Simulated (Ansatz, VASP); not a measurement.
## GaSb in VASP and in Ansatz

POSCAR

```
GaSb
1.0
    0.0000000000      3.0060941626      3.0658787992
    3.0060941626      0.0000000000      3.0658787992
    3.0060941626      3.0060941626      0.0000000000
Ga Sb
1 1
Direct
    0.0000000000      0.0000000000      0.0000000000
    0.2500000000      0.2500000000      0.2500000000
```

INCAR.step1

```
PREC = Accurate ; ENCUT = 520
ISMEAR = 0 ; SIGMA = 0.01
LREAL = F ; LASPH = T
NELM = 80 ; NBANDS = 16
GGA = PE ; ALGO = Normal
EDIFF = 1E-4 ; LWAVE = T
LCHARG = F
```

The input INCAR.step2:

```
PREC = Accurate ; ENCUT = 520
EDIFF = 1E-6 ; ISMEAR = 0
SIGMA = 0.01 ; LREAL = F
LASPH = T ; NELM = 80
ALGO = Normal ; ISIF = 2
LWAVE = F ; LCHARG = F
METAGGA = R2SCAN ; LMIXTAU = T
NBANDS = 16 ; ISTART = 1
```

Contents of KPOINTS:

```
Automatic mesh
0
Gamma
  8 8 8
```

Input for Ansatz:

```yaml
crystal:
  lattice:
    - [0.0, 3.0060941626, 3.0658787992]
    - [3.0060941626, 0.0, 3.0658787992]
    - [3.0060941626, 3.0060941626, 0.0]
  atoms:
    - { symbol: Ga, position: [0.0, 0.0, 0.0] }
    - { symbol: Sb, position: [0.25, 0.25, 0.25] }
kpoints:
  mp_grid: { grid: [8, 8, 8] }
  band_path:
    path:
      - [0.0, 0.0, 0.0]
      - [-0.5, -0.5, 0.0]
      - [-0.375, -0.375, 0.25]
      - [-0.375, 0.0, 0.375]
      - [0.0, 0.0, 0.5]
      - [-0.5, -0.25, 0.25]
    npoints: 1
hamiltonian:
  xc: r2scan
scf:
  occupations: { method: fixed }
  n_extra_bands: 4
output:
  forces: true
  stress: true
  eigenvalues: true
```

Change from the starting cell: biaxial_xy strain -1.9%.

Alike in both runs: task single point; functional r2SCAN; k mesh 8 × 8 × 8; no spin polarisation.

|  | VASP | Ansatz |
| --- | --- | --- |
| version | VASP 6.6.1 | Ansatz 0.2.0 |
| potentials or method | VASP PAW PBE potentials, release 64 (Ga_d, Sb) | plane waves, PAW |
| plane-wave cutoff (eV) | 520 | 500 |
| occupations | gaussian, width 0.01 eV | fixed |
| valence electrons in the cell | 18 | 28 |

```csv
,VASP,Ansatz,Ansatz less VASP
gap on the k mesh at the Fermi level (eV),0.65,0.67,+0.016
pressure (GPa),2.4,2.3,-0.10
largest component of the traceless stress (GPa),0.68,0.69,+0.014
```

The two sets of potentials don't hold the same shells in valence.

Caveats: the PAW data sets were made with another functional, which shifts forces and pressure a little (VASP); spin-orbit coupling is left out, which moves the levels of the heavy elements. A k mesh can miss the band edges.
